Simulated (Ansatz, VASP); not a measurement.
# One calculation of NaCl, two programs

Contents of POSCAR:

```
NaCl
1.0
    0.0000000000      2.8470934358      2.8470934358
    2.8470934358      0.0000000000      2.8470934358
    2.8470934358      2.8470934358      0.0000000000
Na Cl
1 1
Direct
    0.0000000000      0.0000000000      0.0000000000
    0.5000000000      0.5000000000      0.5000000000
```

Contents of INCAR.step1:

```
ALGO = Normal ; EDIFF = 1E-4
ENCUT = 520 ; GGA = PE
ISMEAR = 0 ; LASPH = T
LCHARG = F ; LREAL = F
LWAVE = T ; NBANDS = 14
NELM = 100 ; PREC = Accurate
SIGMA = 0.02
```

INCAR.step2

```
ALGO = Normal ; EDIFF = 1E-6
ENCUT = 520 ; ISIF = 2
ISMEAR = 0 ; ISTART = 1
LASPH = T ; LCHARG = F
LMIXTAU = T ; LREAL = F
LWAVE = F ; METAGGA = R2SCAN
NBANDS = 14 ; NELM = 100
PREC = Accurate ; SIGMA = 0.02
```

Contents of KPOINTS:

```
k-points
0
Gamma
  8 8 8
```

Input for Ansatz:

```yaml
crystal:
  lattice:
    - [0.0, 2.8470934358, 2.8470934358]
    - [2.8470934358, 0.0, 2.8470934358]
    - [2.8470934358, 2.8470934358, 0.0]
  atoms:
    - { symbol: Na, position: [0.0, 0.0, 0.0] }
    - { symbol: Cl, position: [0.5, 0.5, 0.5] }
basis:
  ecutwfc: 500
kpoints:
  mp_grid: { grid: [8, 8, 8] }
  band_path:
    path:
      - [[0.0, 0.0, 0.0], [0.5, 0.0, 0.5], [0.625, 0.25, 0.625]]
      - [[0.375, 0.375, 0.75], [0.0, 0.0, 0.0], [0.5, 0.5, 0.5], [0.5, 0.25, 0.75], [0.5, 0.0, 0.5]]
    npoints: 14
hamiltonian:
  xc: r2scan
scf:
  occupations: { method: gaussian, width: 0.02 }
  n_extra_bands: 6
output:
  forces: true
  stress: true
  eigenvalues: true
  populations: true
  dos: { projected: true, de: 0.02, nscf_kmesh: { grid: [12, 12, 12] } }
  bader: true
  write_density: true
  write_potential: true
  elf: true
  volumetric_format: npy
```

Alike in both runs: task single point; functional r2SCAN; k mesh 8 × 8 × 8; occupations gaussian, width 0.02 eV; no spin polarisation.

|  | VASP | Ansatz |
| --- | --- | --- |
| version | VASP 6.6.1 | Ansatz 0.2.0 |
| potentials or method | VASP PAW PBE potentials, release 64 (Na_pv, Cl) | scalar-relativistic, plane waves, PAW |
| plane-wave cutoff (eV) | 520 | 500 |
| valence electrons in the cell | 14 | 16 |

VASP gave:

- gap on the k mesh at the Fermi level (eV): 5.80
- least direct gap on the mesh (eV): 5.80
- pressure (GPa): -1.3

Problem. Estimate Ansatz's values.

Solution. gap on the k mesh at the Fermi level (eV): 5.78; least direct gap on the mesh (eV): 5.78; pressure (GPa): -1.1.

The two sets of potentials don't hold the same shells in valence.

Caveats: the PAW data sets were made with another functional, which shifts forces and pressure a little (VASP). A k mesh can miss the band edges.
